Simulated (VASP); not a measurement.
# Mo (Im-3m) in VASP: notebook

The runs below take Mo through relaxation of the atoms, with PBE+D3(BJ).

Program: VASP 6.6.1. These are calculated values, not measurements. Logs are shortened: lines on timing, memory, paths and dates and some standing lists are left out, and cuts for length are marked.

### 1 The structure

Symmetry: Im-3m, No. 229, cubic system. The conventional cell has a = 3.132 Å, b = 3.132 Å, c = 3.132 Å, α = 90.00°, β = 90.00°, γ = 90.00°. Mo (site symmetry m-3m) is surrounded by 8 Mo at 2.71 Å.

### 2 Relaxation of the atoms, PBE+D3(BJ) (a relaxed cell with its volume scaled by 0.98)

INCAR reads:

```
  PREC = Accurate
  ENCUT = 600
  EDIFF = 1E-7
  ISMEAR = 1
  SIGMA = 0.1
  LREAL = F
  LASPH = T
  NELM = 80
  ALGO = Fast
  ISIF = 2
  LWAVE = F
  LCHARG = F
  GGA = PE
  IVDW = 12
  IBRION = 2
  NSW = 40
  EDIFFG = -0.01
```

KPOINTS reads:

```
regular mesh
0
Gamma
  16 16 16
```

POSCAR reads:

```
Mo                                      
1.0
   -1.5552458829      1.5552458829      1.5552458829
    1.5552458829     -1.5552458829      1.5552458829
    1.5552458829      1.5552458829     -1.5552458829
  Mo            
     1
Direct
     0.0000000000000000    0.0000000000000000    0.0000000000000000
```

Potentials or basis: VASP PAW PBE potentials, release 64 (Mo_sv).

On the command line:

```sh
$ cat potpaw_PBE.64/Mo_sv/POTCAR > POTCAR
$ mpirun -np 1 vasp_std > vasp.out
```

OUTCAR:

```text
PREC = Accurate
   ENCUT = 600
   EDIFF = 1E-7
   ISMEAR = 1
   LREAL = F
   LASPH = T
   NELM = 80
   ISIF = 2
   GGA = PE
   IVDW = 12
   IBRION = 2
   NSW = 40
   EDIFFG = -0.01
 IVDW          = 12

 ion  position               nearest neighbor table
   1  0.000  0.000  0.000-

  LATTYP: Found a body centered cubic cell.
 ALAT       =     3.1104917658

  Lattice vectors:

 A1 = (  -1.5552458829,   1.5552458829,   1.5552458829)
 A2 = (   1.5552458829,  -1.5552458829,   1.5552458829)
 A3 = (   1.5552458829,   1.5552458829,  -1.5552458829)

Analysis of symmetry for initial positions (statically):
=====================================================================
 Subroutine PRICEL returns:
 Original cell was already a primitive cell.

 Routine SETGRP: Setting up the symmetry group for a
 body centered cubic supercell.

 Subroutine GETGRP returns: Found 48 space group operations
 (whereof 48 operations were pure point group operations)
 out of a pool of 48 trial point group operations.

The static configuration has the point symmetry O_h .

Analysis of symmetry for dynamics (positions and initial velocities):
=====================================================================
 Subroutine PRICEL returns:
 Original cell was already a primitive cell.

 Routine SETGRP: Setting up the symmetry group for a
 body centered cubic supercell.

 Subroutine GETGRP returns: Found 48 space group operations
 (whereof 48 operations were pure point group operations)
 out of a pool of 48 trial point group operations.

The dynamic configuration has the point symmetry O_h .

 Subroutine INISYM returns: Found 48 space group operations
 (whereof 48 operations are pure point group operations),
 and found     1 'primitive' translations

----------------------------------------------------------------------------------------

                                     Primitive cell

  volume of cell :      15.0473

  direct lattice vectors                    reciprocal lattice vectors
    -1.555245883  1.555245883  1.555245883     0.000000000  0.321492573  0.321492573
     1.555245883 -1.555245883  1.555245883     0.321492573  0.000000000  0.321492573
     1.555245883  1.555245883 -1.555245883     0.321492573  0.321492573  0.000000000

  length of vectors
     2.693764887  2.693764887  2.693764887     0.454659156  0.454659156  0.454659156

  position of ions in fractional coordinates (direct lattice)
     0.000000000  0.000000000  0.000000000

  ion indices of the primitive-cell ions
   primitive index   ion index
                 1           1

----------------------------------------------------------------------------------------

 KPOINTS: regular mesh

Automatic generation of k-mesh.
 Grid dimensions read from file:
 generate k-points for:   16   16   16

 Generating k-lattice:

  Cartesian coordinates                     Fractional coordinates (reciprocal lattice)
     0.000000000  0.020093286  0.020093286     0.062500000  0.000000000  0.000000000
     0.020093286  0.000000000  0.020093286     0.000000000  0.062500000  0.000000000
     0.020093286  0.020093286  0.000000000     0.000000000  0.000000000  0.062500000

  Length of vectors
     0.028416197  0.028416197  0.028416197

  Shift w.r.t. Gamma in fractional coordinates (k-lattice)
     0.000000000  0.000000000  0.000000000

 Subroutine IBZKPT returns following result:
 ===========================================

 Found    145 irreducible k-points:

 Following reciprocal coordinates:
            Coordinates               Weight
  0.000000  0.000000  0.000000      1.000000
  0.062500  0.000000  0.000000     12.000000
  0.125000  0.000000  0.000000     12.000000
  0.187500  0.000000  0.000000     12.000000
  0.250000  0.000000  0.000000     12.000000
  0.312500  0.000000  0.000000     12.000000
[... 16 lines left out ...]
  0.187500  0.187500  0.000000     24.000000
  0.250000  0.187500  0.000000     48.000000
 [... further k-points ...]
   k-points           NKPTS =    145   k-points in BZ     NKDIM =    145   number of bands    NBANDS=     11
   number of dos      NEDOS =    301   number of ions     NIONS =      1
   total plane-waves  NPLWV =  13824
   dimension x,y,z NGX =    24 NGY =   24 NGZ =   24
   dimension x,y,z NGXF=    48 NGYF=   48 NGZF=   48
   ions per type =               1
   NGX,Y,Z   is equivalent  to a cutoff of  14.81, 14.81, 14.81 a.u.
   NGXF,Y,Z  is equivalent  to a cutoff of  29.62, 29.62, 29.62 a.u.
 SYSTEM =  unknown system
   PREC   = accura    normal or accurate (medium, high low for compatibility)
   ISTART =      0    job   : 0-new  1-cont  2-samecut
   ICHARG =      2    charge: 1-file 2-atom 10-const
   ISPIN  =      1    spin polarized calculation?
   LNONCOLLINEAR =      F non collinear calculations
   LSORBIT =      F    spin-orbit coupling
   LASPH  =      T    aspherical Exc in radial PAW
   ENCUT  =  600.0 eV  44.10 Ry    6.64 a.u.   5.38  5.38  5.38*2*pi/ulx,y,z
   NELM   =     80;   NELMIN=  2; NELMDL= -5     # of ELM steps
   EDIFF  = 0.1E-06   stopping-criterion for ELM
   LREAL  =      F    real-space projection
   EDIFFG = -.1E-01   stopping-criterion for IOM
   NSW    =     40    number of steps for IOM
   IBRION =      2    ionic relax: 0-MD 1-quasi-New 2-CG
   NFREE  =      1    steps in history (QN), initial steepest desc. (CG)
   ISIF   =      2    stress and relaxation
   ISYM   =      2    0-nonsym 1-usesym 2-fastsym
   POTIM  = 0.5000    time-step for ionic-motion
   TEBEG  =    0.0;   TEEND  =   0.0 temperature during run
   PSTRESS=    0.0 pullay stress
   NELECT =      14.0000    total number of electrons
   NUPDOWN=      -1.0000    fix difference up-down
   EMIN   =  10.00;   EMAX   =-10.00  energy-range for DOS
   EFERMI =   0.00;   METHOD = LEGACY
   ISMEAR =     1;   SIGMA  =   0.10  broadening in eV -4-tet -1-fermi 0-gaus
   EFERMI_NEDOS =   21; number of points for ismear=-14 and -15
   IALGO  =     68    algorithm
   IMIX   =      4    mixing-type and parameters
     AMIX     =   0.40;   BMIX     =  1.00
     AMIX_MAG =   1.60;   BMIX_MAG =  1.00
  volume/ion in A,a.u.               =      15.05       101.54
  Fermi-wavevector in a.u.,A,eV,Ry     =   1.598202  3.020165 34.752695  2.554251
  Thomas-Fermi vector in A             =   2.695689
   LORBIT       =      0    0 simple, 1 ext, 2 COOP (PROOUT), +10 PAW based schemes
   GGA     = PE    functional components
   LHFCALC =     F    Hartree Fock is set to
   AEXX    =    0.0000 exact exchange contribution
   IVDW    =    12    specifies the selected vdW correction
   LEPSILON=     F    determine dielectric tensor
   LRPA    =     F    only Hartree local field effects (RPA)
 conjugate gradient relaxation of ions
 non-spin polarized calculation
 RMM-DIIS sequential band-by-band and
 Methfessel and Paxton  Order N= 1 SIGMA  =   0.10
  energy-cutoff  :      600.00
  volume of cell :       15.05
 maximum number of plane-waves:       531
 NGX is ok and might be reduce to    24
   NGX = 11   NGY = 11   NGZ = 11

 number of electron      13.9999999 magnetization

 Free energy of the ion-electron system (eV)
  ---------------------------------------------------
  ext. energy  EPLUGINS =         0.00000000
  ---------------------------------------------------
  free energy    TOTEN  =       -10.90756259 eV

  energy without entropy =      -10.90798407  energy(sigma->0) =      -10.90770309

 E-fermi :  13.2383     XC(G=0): -13.6054

 val. band max:       13.1997894467   @ k =  -0.1875   0.1875   0.0625
 cond. band min:      13.2604631662   @ k =  -0.1250   0.1250   0.1250
 fundamental gap:      0.0606737195
 Fermi energy:        13.2383085101

 k-point     1 :       0.0000    0.0000    0.0000
  band No.  band energies     occupation
      1     -48.0648      2.00000
      2     -21.2385      2.00000
      3     -21.2385      2.00000
      4     -21.2385      2.00000
      5       5.8602      2.00000
      6      11.7815      2.00000
      7      11.7815      2.00000
      8      11.7815      2.00000
      9      14.9507     -0.00000
     10      14.9507     -0.00000
     11      28.1033      0.00000

 k-point     2 :       0.0625    0.0000    0.0000
  band No.  band energies     occupation
      1     -48.0533      2.00000
      2     -21.3030      2.00000
      3     -21.2582      2.00000
      4     -21.2389      2.00000
      5       6.0411      2.00000
      6      11.6776      2.00000
      7      11.7641      2.00000
      8      11.9525      2.00000
      9      14.7950     -0.00000
     10      14.9528     -0.00000
     11      28.2571      0.00000

 k-point     3 :       0.1250    0.0000    0.0000
  band No.  band energies     occupation
      1     -48.0206      2.00000
      2     -21.4850      2.00000
      3     -21.3142      2.00000
      4     -21.2405      2.00000
      5       6.5470      2.00000
      6      11.3950      2.00000
      7      11.6850      2.00000
      8      12.4561      2.00000
      9      14.4845     -0.00000
     10      14.9681     -0.00000
     11      28.5608      0.00000

 k-point     4 :       0.1875    0.0000    0.0000
  band No.  band energies     occupation
      1     -47.9712      2.00000
      2     -21.7512      2.00000
      3     -21.3969      2.00000
      4     -21.2428      2.00000
      5       7.2476      2.00000
      6      11.0039      2.00000
      7      11.5476      2.00000
      8      13.2649      0.56672
      9      14.3119     -0.00000
     10      15.0177     -0.00000
     11      28.6892      0.00000
[... 239 lines left out ...]
 k-point    22 :       0.4375    0.1250    0.0000
  band No.  band energies     occupation
      1     -47.7449      2.00000
      2     -22.7407      2.00000
      3     -21.8200      2.00000
      4     -21.3365      2.00000
      5       8.1308      2.00000
      6       9.7885      2.00000
      7      13.3377     -0.04898
      8      14.8444     -0.00000
      9      16.2484      0.00000
     10      19.5185      0.00000
     11      25.0587      0.00000

 k-point    23 :       0.1875    0.1875    0.0000
  band No.  band energies     occupation
      1     -47.8394      2.00000
      2     -22.3189      2.00000
      3     -21.6193      2.00000
      4     -21.3547      2.00000
      5       8.7895      2.00000
      6      10.3935      2.00000
      7      10.9437      2.00000
      8      14.1096     -0.00000
      9      15.6306      0.00000
     10      16.5743      0.00000
     11      27.9378      0.00000

 k-point    24 :       0.2500    0.1875    0.0000
  band No.  band energies     occupation
      1     -47.7925      2.00000
      2     -22.4768      2.00000
      3     -21.7513      2.00000
      4     -21.3758      2.00000
      5       8.8926      2.00000
      6      10.1537      2.00000
      7      11.3829      2.00000
      8      14.3521     -0.00000
      9      15.7762      0.00000
     10      18.1038      0.00000
     11      26.8231      0.00000

 [... further k-points ...]

------------------------ aborting loop because EDIFF is reached ----------------------------------------

 Edisp (eV)   -0.74287

 E8    (eV) :    -0.3503

  FORCE on cell =-STRESS in cart. coord.  units (eV):
  Direction    XX          YY          ZZ          XY          YZ          ZX
  --------------------------------------------------------------------------------------
  -------------------------------------------------------------------------------------
  Total       0.55584     0.55584     0.55584    -0.00000    -0.00000     0.00000
  in kB      59.18428    59.18428    59.18428    -0.00000    -0.00000     0.00000
  external pressure =       59.18 kB  Pullay stress =        0.00 kB

 VOLUME and BASIS-vectors are now :
 -----------------------------------------------------------------------------
  energy-cutoff  :      600.00
  volume of cell :       15.05
      direct lattice vectors                 reciprocal lattice vectors
    -1.555245883  1.555245883  1.555245883     0.000000000  0.321492573  0.321492573
     1.555245883 -1.555245883  1.555245883     0.321492573  0.000000000  0.321492573
     1.555245883  1.555245883 -1.555245883     0.321492573  0.321492573  0.000000000

 POSITION                                       TOTAL-FORCE (eV/Angst)
 -----------------------------------------------------------------------------------
      0.00000      0.00000      0.00000         0.000000     -0.000000      0.000000
 -----------------------------------------------------------------------------------
    total drift:                                0.000000      0.000000      0.000000

  FREE ENERGIE OF THE ION-ELECTRON SYSTEM (eV)
  ---------------------------------------------------
  free  energy   TOTEN  =       -11.6504295638 eV

  energy  without entropy=      -11.6508510374  energy(sigma->0) =      -11.65057005

 reached required accuracy - stopping structural energy minimisation
```

Run time: 30 s. Hardware: 1 thread of Intel Xeon Platinum 8488C (Sapphire Rapids), shared host; peak memory 0.16 GiB.

What came out:

```
Free energy                : -11.6504 eV
Pressure after relaxing    : 5.9 GPa
Band gap on the k mesh     : none (metal or under the smearing width)
Dispersion energy per atom : -0.743 eV
```

Final structure:
```cif
data_structure
_symmetry_space_group_name_H-M 'P 1'
_symmetry_Int_Tables_number 1
_cell_length_a 2.6938
_cell_length_b 2.6938
_cell_length_c 2.6938
_cell_angle_alpha 109.471
_cell_angle_beta 109.471
_cell_angle_gamma 109.471
_cell_volume 15.05
loop_
_atom_site_label
_atom_site_type_symbol
_atom_site_fract_x
_atom_site_fract_y
_atom_site_fract_z
_atom_site_occupancy
Mo1 Mo 0.00000 0.00000 0.00000 1
```

Levels at points of the mesh, in eV from the Fermi level:
| k point | band 3 | band 4 | band 5 | band 6 | band 7 | band 8 | band 9 | band 10 | band 11 |
| --- | --- | --- | --- | --- | --- | --- | --- | --- | --- |
| (0.00, 0.00, 0.00) | -34.48 | -34.48 | -7.38 | -1.46 | -1.46 | -1.46 | 1.71 | 1.71 | 14.86 |
| (0.50, 0.00, 0.00) | -34.98 | -34.49 | -5.58 | -3.61 | 1.76 | 1.76 | 2.43 | 5.00 | 12.01 |
| (0.50, 0.50, 0.50) | -35.56 | -35.56 | -5.76 | -5.76 | 4.19 | 4.19 | 4.19 | 9.35 | 9.35 |

Caveat: the relaxation stopped at its first step, so nothing moved; pairwise dispersion overbinds metals, which lowers pressure and volume.

(Part 1 of 3 ends here.)
